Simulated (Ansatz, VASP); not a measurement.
**One calculation of Ni, two programs**

INCAR

```
PREC = Accurate
ENCUT = 520
EDIFF = 1E-6
ISMEAR = 0
SIGMA = 0.1
LREAL = False
LASPH = True
NELM = 150
ALGO = Normal
ISIF = 2
LWAVE = False
LCHARG = False
ISPIN = 2
MAGMOM = 2
LORBIT = 11
LMAXMIX = 4
GGA = PS
NBANDS = 15
```

File KPOINTS:

```
Automatic mesh
0
Gamma
  9 9 8
```

Contents of POSCAR:

```
Ni
1.0
    2.3699257234      0.0000000000      0.0000000000
   -1.1849628617      2.0524158815      0.0000000000
    0.0000000000      0.0000000000      2.2143993478
Ni
1
Direct
    0.0000000000      0.0000000000      0.0000000000
```

Input for Ansatz:

```yaml
crystal:
  lattice:
    - [2.3699257234, 0.0, 0.0]
    - [-1.1849628617, 2.0524158815, 0.0]
    - [0.0, 0.0, 2.2143993478]
  atoms:
    - { symbol: Ni, position: [0.0, 0.0, 0.0], spin: 2.0 }
basis:
  ecutwfc: 420
kpoints:
  mp_grid: { grid: [9, 9, 8] }
hamiltonian:
  xc: pbesol
scf:
  occupations: { method: gaussian, width: 0.1 }
  lower_state_search: "off"
output:
  forces: true
  stress: true
  eigenvalues: true
  populations: true
magnetization:
  spin_polarized: true
```

Alike in both runs: task single point; functional PBEsol; k mesh 9 × 9 × 8; occupations gaussian, width 0.1 eV; collinear spin.

```csv
,VASP,Ansatz
version,VASP 6.6.1,Ansatz 0.2.0
potentials or method,"VASP PAW PBE potentials, release 64 (Ni)","scalar-relativistic, plane waves, PAW"
plane-wave cutoff (eV),520,420
valence electrons in the cell,10,18
```

Ansatz gave:

* gap on the k mesh at the Fermi level (eV): none
* pressure (GPa): 9.5
* largest component of the traceless stress (GPa): 13.02
* net moment per atom (μB): 0.53
* size of the moment on the site where the two differ most (μB): 0.55

Estimate VASP's values.

gap on the k mesh at the Fermi level (eV): none; pressure (GPa): 9.2; largest component of the traceless stress (GPa): 12.64; net moment per atom (μB): 0.53; size of the moment on the site where the two differ most (μB): 0.53.

Site moments also hang on the region over which each program counts them. A gap of «none» marks a metal or a gap that the smearing closes. The two sets of potentials don't hold the same shells in valence.

Caveats: the PAW data sets were made with another functional, which shifts forces and pressure a little (VASP).
